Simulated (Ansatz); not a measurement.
# How the conductance of Cu/hBN/Ni changes with thickness

How fast does the current through Cu/hBN/Ni fall with each added layer? The lower electrode is Cu fcc(111), the upper one Ni fcc(111); the barrier is hBN sheets (three sheets in the relaxed core). In the first transport cell, after relaxation, the nearest pair of electrode and barrier is Cu–N at 2.88 Å, along the normal, too long for a bond, at the lower face and Ni–N at 2.07 Å, along the normal, at the upper one. A gap without bonds adds to the barrier. All share a net of side 2.567 Å, which strains the lower electrode by +0.0 %, the upper one by +3.1 % and the barrier by +2.3 %, against typed lattice constants near PBE's. The first steps treat the bulk electrodes alone.

Calculated with Ansatz 0.2.0; PBE+D3(BJ) DFT, plane waves, PAW files, in the first sound run; inputs show where later runs differ.

## 1. The structure

The structure is cubic, space group Fm-3m (No. 225). The conventional cell has a = 3.630 Å, b = 3.630 Å, c = 3.630 Å, α = 90.00°, β = 90.00°, γ = 90.00°. Nearest to Cu lie 12 Cu at 2.57 Å.

## 2. Layer spacing of the electrode, electrode Cu fcc(111), spin none

The electrode is held to the junction's net and relaxed along the normal; its spacing is used for the ideal lead layers.

Contents of input.yaml:

```yaml
crystal:
  lattice:
    - [2.567, 0.0, 0.0]
    - [-1.2835, 2.2230872115, 0.0]
    - [0.0, 0.0, 6.2869974147]
  atoms:
    - { symbol: Cu, position: [0.0, 0.0, 0.0] }
    - { symbol: Cu, position: [0.3333333333, 0.6666666667, 0.3333333333] }
    - { symbol: Cu, position: [0.6666666667, 0.3333333333, 0.6666666667] }
kpoints:
  mp_grid: { grid: [18, 18, 5] }
scf:
  occupations: { method: fermi_dirac, width: 0.1 }
  max_iter: 150
hamiltonian:
  xc: pbe
  dispersion: d3bj
relax:
  f_tol: 0.01
  max_steps: 40
  cell: { fix: [a, b, angles] }
```

On the command line:

```sh
ansatz run input.yaml --threads 4 --pin off --max-ram 12288MiB --backend cpu --events-out ev --progress --plain --runs-dir out
```

Numbers of over 12 decimals in the logs are rounded to 6 here.

Log:

```text
Engine: ansatz 0.2.0, aarch64-unknown-linux-gnu
Pseudopotentials: kind: paw
Pseudopotential: Cu, paw, valence charge 19, recommended cutoff 420 eV (normal), Cu.paw.azcp
Functional definition: PBE
  parameter kappa = 0.804
  parameter beta = 0.066725
  exchange = pbe_x(kappa = kappa, mu = beta*pi^2/3)
  correlation = pbe_c(beta = beta)
Crystal: 3 atoms, lattice volume = 35.878 Å³
Basis set: ecut = 420 eV, 723 PW (Γ), exchange–correlation on 36×36×90 points (8 copies of the dense FFT grid, shifted against one another)
Bands: 35, of which v1, the nominal top of the filled ones, is band 29 counted from 1 (28 counted from 0)
Symmetry: 36 space group operations
Space group: R-3m (ITA 166), of the structure as read, at distance tolerance 3.3e-5 Å
k-points: 165 of 1620
Non-local potential: Cu, projectors of the file, l = 0: 3, l = 1: 2, l = 2: 3, l = 3: 1
PAW form: soft (Blöchl's): semilocal exchange-correlation on the pseudo side does not see the compensation charge
PAW one-centre angular grid: Cu, 590 points (default); XC on 64 Gauss nodes
Initial density: superposition of atomic densities (neutral atoms: chi_scale 0, normalization atom), corrected by the library's trained network
Initial wavefunctions: pseudopotential atomic-orbital guess
Functional: x = pbe(κ = 0.804, μ = 0.219515), c = pbe(β = 0.066725)
SCF iter   1: F=—  HF=-19877.264535 eV  |F-HF|=—  |Δ(HF+E_count)|=         —  Δρ=7.40e-4  dr2=5.03e-5  ethr=1.77e-3  ⟨swp⟩=5.1  Hψ=18777  notcnv=0  defer=60
preconditioner: auto → Kerker (q_TF=auto, 2.947 Å⁻¹)  [metal: Δε(μ)=0.026 eV  Ē_g=11.183 eV  σ=0.100 eV  W_gap=0.06  n_scr=10 (ndim 8)  ℏωp=35.6 eV  f_vac=0.000  D(μ)=0.91/eV (n_scr^D=4)]
SCF iter   2: F=—  HF=-19877.264941 eV  |F-HF|=—  |Δ(HF+E_count)|=   4.05e-4  Δρ=4.70e-4  dr2=2.92e-5  ethr=8.82e-8  ⟨swp⟩=3.1  Hψ=15104  notcnv=0  defer=62
SCF iter   3: F=—  HF=-19877.264988 eV  |F-HF|=—  |Δ(HF+E_count)|=   4.76e-5  Δρ=1.78e-4  dr2=3.69e-6  ethr=5.11e-8  ⟨swp⟩=2.0  Hψ=8313  notcnv=0  defer=62
SCF iter   4: F=—  HF=-19877.264990 eV  |F-HF|=—  |Δ(HF+E_count)|=   1.35e-6  Δρ=4.95e-5  dr2=5.03e-7  ethr=6.47e-9  ⟨swp⟩=2.1  Hψ=8509  notcnv=0  defer=62
iter 5 did not close the SCF: its close was put off for the readings that it lacked (scf_convergence_deferred on its scf_iter line)
SCF iter   5: F=-19877.264990 eV  HF=-19877.264990 eV  |F-HF|=8.11e-10  |Δ(HF+E_count)|=   2.88e-7  Δρ=1.40e-5  dr2=4.79e-8  ethr=8.83e-10  ⟨swp⟩=2.0  Hψ=8146  notcnv=0  defer=62
SCF iter   6: F=-19877.264990 eV  HF=-19877.264990 eV  |F-HF|=1.27e-10  |Δ(HF+E_count)|=   1.95e-8  Δρ=3.15e-6  dr2=2.46e-9  ethr=8.40e-11  ⟨swp⟩=2.3  Hψ=17912  notcnv=0
SCF 1 converged in 6 iterations: F = -19877.264990 eV  dr2 = 2.46e-9
  greatest PAW one-centre occupation: 1.000 electrons in one spin orbital (limit 2), on the Cu atom at site 2 (counted from 0), in its partial waves of l = 0
relax step   1: F+E_penalty+E_count = -19877.26499011 eV  Δ(F+E_penalty+E_count) = +0.000e0 eV  max|allowed force component| = 6.879e-27 eV/Å  Δτ_max = 0.0000 Å  P = -8.027 GPa  Ω = 35.878 Å³  fix = [a, b, alpha, beta, gamma]  reactions: a -7.967, b -7.967 GPa  (6 SCF iters, dr2 threshold 1.00e-7 eV, accepted)
Crystal: 3 atoms, lattice volume = 35.374 Å³
Basis set: ecut = 420 eV, 711 PW (Γ), exchange–correlation on 36×36×90 points (8 copies of the dense FFT grid, shifted against one another)
Initial density: handed on by an earlier stage of this run
Initial wavefunctions: those handed on with the density
iter 1 solved again at ethr=1.12e-5 eV; its pass at ethr=3.10e-3 eV (dr2=6.39e-3 eV) is discarded
SCF iter   1: F=—  HF=-19877.287151 eV  |F-HF|=—  |Δ(HF+E_count)|=         —  Δρ=5.39e-3  dr2=6.45e-3  ethr=1.12e-5  ⟨swp⟩=1.1  Hψ=24571  notcnv=0
preconditioner: auto → Kerker (q_TF=auto, 2.954 Å⁻¹)  [metal: Δε(μ)=0.025 eV  Ē_g=11.261 eV  σ=0.100 eV  W_gap=0.06  n_scr=10 (ndim 8)  ℏωp=35.9 eV  f_vac=0.000  D(μ)=0.89/eV (n_scr^D=4)]
SCF iter   2: F=—  HF=-19877.285960 eV  |F-HF|=—  |Δ(HF+E_count)|=   1.19e-3  Δρ=1.28e-3  dr2=4.66e-4  ethr=1.12e-5  ⟨swp⟩=2.2  Hψ=7712  notcnv=0
SCF iter   3: F=—  HF=-19877.285763 eV  |F-HF|=—  |Δ(HF+E_count)|=   1.97e-4  Δρ=8.27e-4  dr2=2.03e-4  ethr=8.17e-7  ⟨swp⟩=2.3  Hψ=8232  notcnv=0
SCF iter   4: F=—  HF=-19877.285744 eV  |F-HF|=—  |Δ(HF+E_count)|=   1.91e-5  Δρ=1.87e-4  dr2=5.55e-6  ethr=3.57e-7  ⟨swp⟩=2.1  Hψ=7474  notcnv=0
iter 5 did not close the SCF: its close was put off for the readings that it lacked (scf_convergence_deferred on its scf_iter line)
SCF iter   5: F=-19877.285754 eV  HF=-19877.285754 eV  |F-HF|=7.98e-8  |Δ(HF+E_count)|=   1.06e-5  Δρ=3.61e-5  dr2=2.81e-7  ethr=9.73e-9  ⟨swp⟩=2.0  Hψ=10499  notcnv=0
SCF iter   6: F=-19877.285754 eV  HF=-19877.285754 eV  |F-HF|=8.37e-11  |Δ(HF+E_count)|=   9.84e-8  Δρ=1.05e-5  dr2=3.20e-8  ethr=4.93e-10  ⟨swp⟩=2.6  Hψ=17437  notcnv=0
SCF 2 converged in 6 iterations: F = -19877.285754 eV  dr2 = 3.20e-8
relax step   2: F+E_penalty+E_count = -19877.28575421 eV  Δ(F+E_penalty+E_count) = -2.076e-2 eV  max|allowed force component| = 7.309e-27 eV/Å  Δτ_max = 0.0000 Å  P = -6.182 GPa  Ω = 35.374 Å³  energy of the carried Pulay correction = +3.842e-4 eV  fix = [a, b, alpha, beta, gamma]  reactions: a -6.895, b -6.895 GPa  (6 SCF iters, dr2 threshold 3.00e-7 eV, accepted)
Crystal: 3 atoms, lattice volume = 34.667 Å³
Basis set: ecut = 420 eV, 687 PW (Γ), exchange–correlation on 36×36×90 points (8 copies of the dense FFT grid, shifted against one another)
iter 1 solved again at ethr=2.15e-5 eV; its pass at ethr=3.10e-3 eV (dr2=1.22e-2 eV) is discarded
SCF iter   1: F=—  HF=-19877.298314 eV  |F-HF|=—  |Δ(HF+E_count)|=         —  Δρ=7.60e-3  dr2=1.25e-2  ethr=2.15e-5  ⟨swp⟩=1.8  Hψ=26631  notcnv=0
preconditioner: auto → Kerker (q_TF=auto, 2.964 Å⁻¹)  [metal: Δε(μ)=0.038 eV  Ē_g=11.405 eV  σ=0.100 eV  W_gap=0.09  n_scr=10 (ndim 8)  ℏωp=36.2 eV  f_vac=0.000  D(μ)=0.83/eV (n_scr^D=4)]
SCF iter   2: F=—  HF=-19877.295964 eV  |F-HF|=—  |Δ(HF+E_count)|=   2.35e-3  Δρ=1.77e-3  dr2=8.70e-4  ethr=2.15e-5  ⟨swp⟩=2.1  Hψ=7848  notcnv=0
SCF iter   3: F=—  HF=-19877.295571 eV  |F-HF|=—  |Δ(HF+E_count)|=   3.93e-4  Δρ=1.20e-3  dr2=4.14e-4  ethr=1.53e-6  ⟨swp⟩=2.3  Hψ=8619  notcnv=0
SCF iter   4: F=—  HF=-19877.295507 eV  |F-HF|=—  |Δ(HF+E_count)|=   6.37e-5  Δρ=2.57e-4  dr2=1.02e-5  ethr=7.26e-7  ⟨swp⟩=2.0  Hψ=7537  notcnv=0
SCF iter   5: F=—  HF=-19877.295538 eV  |F-HF|=—  |Δ(HF+E_count)|=   3.02e-5  Δρ=5.04e-5  dr2=4.49e-7  ethr=1.78e-8  ⟨swp⟩=2.0  Hψ=10499  notcnv=0
SCF iter   6: F=-19877.295538 eV  HF=-19877.295538 eV  |F-HF|=2.58e-9  |Δ(HF+E_count)|=   2.12e-7  Δρ=1.50e-5  dr2=6.33e-8  ethr=5.26e-10  ⟨swp⟩=3.9  Hψ=17752  notcnv=0
SCF 3 converged in 6 iterations: F = -19877.295538 eV  dr2 = 6.33e-8
relax step   3: F+E_penalty+E_count = -19877.29553791 eV  Δ(F+E_penalty+E_count) = -9.784e-3 eV  max|allowed force component| = 5.007e-27 eV/Å  Δτ_max = 0.0000 Å  P = -3.173 GPa  Ω = 34.667 Å³  energy of the carried Pulay correction = +9.327e-4 eV  fix = [a, b, alpha, beta, gamma]  reactions: a -5.118, b -5.118 GPa  (6 SCF iters, dr2 threshold 3.00e-7 eV, accepted)
[...]
relax step   4: F+E_penalty+E_count = -19877.29565751 eV  Δ(F+E_penalty+E_count) = -1.196e-4 eV  max|allowed force component| = 2.128e-27 eV/Å  Δτ_max = 0.0000 Å  P = -3.598 GPa  Ω = 34.760 Å³  energy of the carried Pulay correction = +8.601e-4 eV  fix = [a, b, alpha, beta, gamma]  reactions: a -5.371, b -5.371 GPa  (6 SCF iters, dr2 threshold 3.00e-7 eV, accepted)
[...]
relax step   5: F+E_penalty+E_count = -19877.29566341 eV  Δ(F+E_penalty+E_count) = -5.894e-6 eV  max|allowed force component| = 4.075e-28 eV/Å  Δτ_max = 0.0000 Å  P = -3.570 GPa  Ω = 34.754 Å³  energy of the carried Pulay correction = +8.649e-4 eV  fix = [a, b, alpha, beta, gamma]  reactions: a -5.354, b -5.354 GPa  (6 SCF iters, dr2 threshold 6.70e-9 eV, accepted)
[...]
relax step   6: F+E_penalty+E_count = -19877.29455263 eV  Δ(F+E_penalty+E_count) = +1.111e-3 eV  max|allowed force component| = 9.910e-29 eV/Å  Δτ_max = 0.0000 Å  P = -3.532 GPa  Ω = 34.754 Å³  fix = [a, b, alpha, beta, gamma]  reactions: a -5.330, b -5.330 GPa  stress off target by 6.26e-2 GPa on what of the cell is left free  SCF on the basis re-selected at this cell (its energy is not comparable with the rows above)  (6 SCF iters)
[...]
relax step   7: F+E_penalty+E_count = -19877.29454741 eV  Δ(F+E_penalty+E_count) = +5.224e-6 eV  max|allowed force component| = 2.360e-28 eV/Å  Δτ_max = 0.0000 Å  P = -3.567 GPa  Ω = 34.761 Å³  energy of the carried Pulay correction = -6.715e-6 eV  fix = [a, b, alpha, beta, gamma]  reactions: a -5.350, b -5.350 GPa  (6 SCF iters, dr2 threshold 9.80e-9 eV, accepted)
iter 1 solved again at ethr=8.55e-10 eV; its pass at ethr=3.10e-3 eV (dr2=4.87e-7 eV) is discarded
SCF iter   1: F=—  HF=-19877.294549 eV  |F-HF|=—  |Δ(HF+E_count)|=         —  Δρ=1.05e-6  dr2=8.53e-11  ethr=8.55e-10  ⟨swp⟩=4.2  Hψ=39353  notcnv=0
SCF iter   2: F=—  HF=-19877.294557 eV  |F-HF|=—  |Δ(HF+E_count)|=   7.81e-6  Δρ=7.95e-7  dr2=9.11e-11  ethr=1.00e-12  ⟨swp⟩=2.1  Hψ=10628  notcnv=0
iter 3 did not close the SCF: its close was put off for the readings that it lacked (scf_convergence_deferred on its scf_iter line)
SCF iter   3: F=-19877.294557 eV  HF=-19877.294557 eV  |F-HF|=3.64e-12  |Δ(HF+E_count)|=  3.64e-12  Δρ=1.42e-7  dr2=4.06e-12  ethr=1.00e-12  ⟨swp⟩=1.0  Hψ=5775  notcnv=0
iter 4 did not close the SCF: its close was put off for the readings that it lacked (scf_convergence_deferred on its scf_iter line)
SCF iter   4: F=-19877.294557 eV  HF=-19877.294557 eV  |F-HF|=3.64e-12  |Δ(HF+E_count)|=  3.64e-12  Δρ=3.62e-8  dr2=2.37e-13  ethr=1.00e-12  ⟨swp⟩=1.0  Hψ=5775  notcnv=0
iter 5 did not close the SCF: its close was put off for the readings that it lacked (scf_convergence_deferred on its scf_iter line)
SCF iter   5: F=-19877.294557 eV  HF=-19877.294557 eV  |F-HF|=3.64e-12  |Δ(HF+E_count)|=    0.00e0  Δρ=2.53e-8  dr2=7.66e-14  ethr=1.00e-12  ⟨swp⟩=1.0  Hψ=5775  notcnv=0
iter 6 did not close the SCF: its close was put off for the readings that it lacked (scf_convergence_deferred on its scf_iter line)
SCF iter   6: F=-19877.294557 eV  HF=-19877.294557 eV  |F-HF|=0.00e0  |Δ(HF+E_count)|=    0.00e0  Δρ=1.16e-8  dr2=2.78e-14  ethr=1.00e-12  ⟨swp⟩=1.0  Hψ=5778  notcnv=0
SCF iter   7: F=-19877.294557 eV  HF=-19877.294557 eV  |F-HF|=0.00e0  |Δ(HF+E_count)|=    0.00e0  Δρ=5.50e-9  dr2=6.88e-15  ethr=1.00e-12  ⟨swp⟩=2.2  Hψ=17256  notcnv=0
SCF 8 converged in 7 iterations: F = -19877.294557 eV  dr2 = 6.88e-15
relax step   8: F+E_penalty+E_count = -19877.29455718 eV  Δ(F+E_penalty+E_count) = -9.776e-6 eV  max|allowed force component| = 1.116e-28 eV/Å  Δτ_max = 0.0000 Å  P = -3.567 GPa  Ω = 34.761 Å³  fix = [a, b, alpha, beta, gamma]  reactions: a -5.351, b -5.351 GPa  stress off target by 9.08e-4 GPa on what of the cell is left free  SCF on the basis re-selected at this cell (its energy is not comparable with the rows above)  (7 SCF iters)
basis re-selected at this cell: Δ(F+E_penalty+E_count) = -9.776e-6 eV, ΔP = -0.001 GPa vs the last step (what re-selecting the basis moved, of the pressure what is left beyond the Pulay correction that the steps carried, after the strain that the cell walked since its last selection, with what the two solves' SCF thresholds leave and, on support functions, any second-order correction that the steps lacked; it is no m [...]
SCF converged after 7 iterations
Free energy (F): -19877.294557 eV
Harris-Foulkes:  -19877.294557 eV  (|F-HF|=0.00e0)
Internal energy: -19877.266490 eV  (E = F + TS)
E sigma→0 (E₀):  -19877.280523 eV
Entropy (-TS):   -0.028067 eV (-9.356 meV/atom)
Fermi energy:    17.217276 eV
--- Per-component energies (eV) ---
  E_band       = -1057.455735
  E_kinetic    = 900.654775
  E_local      = -12047.706752  (includes V_loc(G=0)·N_el)
  E_nonlocal   = 1168.514866
  E_hartree    = 5311.092755
  E_xc         = -269.320613
  E_vxc        = -347.602525  (∫ρ·V_xc dr)
  E_paw        = -4987.568693  (= ΣΔE_a)
  E_vpaw       = -1353.502388  (= ΣTr[D̂ρ^β])
  E_aug_tail   = 0.000791  (compensation charges beyond the density's cutoff)
  E_ewald      = -9951.149118
  E_disp       = -1.784500  (pairwise vdW)
  E_smearing   = -0.028067  (= −TS)
  E_closure    = 0.000000  (closes the sum)
  Σ components = -19877.294557   (vs F -19877.294557, Δ=0.00e0)
--- Forces (eV/Å), atoms counted from 1 ---
  atom   1  Cu     0.00000000    -0.00000000     0.00000000
  atom   2  Cu    -0.00000000     0.00000000     0.00000000
  atom   3  Cu     0.00000000    -0.00000000    -0.00000000
  max |Σ_I F_I| component: 2.37e-28 eV/Å
--- Stress (GPa, compression-positive) ---
       -5.350536       0.000000      -0.000000
       -0.000000      -5.350536       0.000000
       -0.000000       0.000000      -0.000908
  P = ⅓ Tr σ = -3.5673 GPa (-35.673 kbar)
--- Relaxed structure (6 steps of the walk, 6 accepted, 2 SCFs on fresh bases) ---
  F+E_penalty+E_count = -19877.29455718 eV   max|allowed force component| = 1.116e-28 eV/Å   (the final SCF, on the basis selected at the relaxed cell)
  cell:  # Å, volume = 34.7614 Å³
    - [2.567000, 0, 0]
    - [-1.283500, 2.223087, 0]
    - [0, 0, 6.091370]
  atoms:
    - { symbol: Cu, position: [0, 0, 0] }
    - { symbol: Cu, position: [0.333333, 0.666667, 0.333333] }
    - { symbol: Cu, position: [0.666667, 0.333333, 0.666667] }
```

Wall time 15 s (4 threads of Arm Neoverse V2, shared host); peak memory 0.46 GiB.

Relaxation path:

```csv
step,energy less that of the first step (eV),largest force component (eV/Å),pressure (GPa),volume (Å³)
1,0.0000,0.0000,-8.03,35.88
2,-0.0208,0.0000,-6.18,35.37
3,-0.0305,0.0000,-3.17,34.67
4,-0.0307,0.0000,-3.60,34.76
5,-0.0307,0.0000,-3.57,34.75
6*,-0.0296,0.0000,-3.53,34.75
7,-0.0296,0.0000,-3.57,34.76
8*,-0.0296,0.0000,-3.57,34.76
```

Relaxation steps marked * repeat the geometry before them on a plane-wave basis chosen anew for their cell, so energy and pressure can jump there.

The run keeps the 36 symmetry operations that it works with, so distortions that break them were not tested.

```csv
cell as run,before,after,change
a (Å),2.567,2.567,-0.0 %
b (Å),2.567,2.567,-0.0 %
c (Å),6.287,6.091,-3.1 %
volume (Å³/atom),11.96,11.59,-3.1 %
```

The relaxed structure:

```cif
data_structure
_symmetry_space_group_name_H-M 'P 1'
_symmetry_Int_Tables_number 1
_cell_length_a 2.5670
_cell_length_b 2.5670
_cell_length_c 6.0914
_cell_angle_alpha 90.000
_cell_angle_beta 90.000
_cell_angle_gamma 120.000
_cell_volume 34.76
loop_
_atom_site_label
_atom_site_type_symbol
_atom_site_fract_x
_atom_site_fract_y
_atom_site_fract_z
_atom_site_occupancy
Cu1 Cu 0.00000 0.00000 0.00000 1
Cu2 Cu 0.33333 0.66667 0.33333 1
Cu3 Cu 0.66667 0.33333 0.66667 1
```

This step gave:

| Item | Value |
| --- | --- |
| free energy | -19877.2946 eV |
| Fermi energy | 17.22 eV |
| pressure | -3.567 GPa |

The cell shrank by 3.1 % in volume.

[end of part 1 of 6]

[Logs are printed without paths, hosts, clocks, repeated set-up lines and the standing remarks that a program may print on its own settings, such as how far it seeks lower states.]

[Hosts, paths, dates, database ids (printed as entryN), source tags and the programs' standing remarks are cut or masked in the printed files.]
